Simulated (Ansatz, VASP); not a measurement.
# MgO: VASP beside Ansatz

```
CELL_PARAMETERS angstrom
0.00000 2.09700 2.09700
2.09700 0.00000 2.09700
2.09700 2.09700 0.00000
ATOMIC_POSITIONS crystal
Mg 0.00000 0.00000 0.00000
O 0.50000 0.50000 0.50000
```

The cell is a database's computed one.

Alike in both runs: task single point; functional PBE; k mesh 11 × 11 × 11; occupations gaussian, width 0.024 eV; no spin polarisation.

|  | VASP | Ansatz |
| --- | --- | --- |
| version | VASP 6.6.1 | Ansatz 0.2.0 |
| potentials or method | VASP PAW PBE potentials, release 64 (Mg, O), cutoff 520 eV | all-electron LAPW, scalar-relativistic |

VASP gave:

- gap on the k mesh at the Fermi level (eV): 4.85
- least direct gap on the mesh (eV): 4.85
- pressure (GPa): 6.2

Question: Which values does Ansatz return?

Answer: gap on the k mesh at the Fermi level (eV): 4.86; least direct gap on the mesh (eV): 4.86; pressure (GPa): 7.0.

Ansatz ran all-electron here, so the differences hold the error of VASP's frozen core and of both bases.
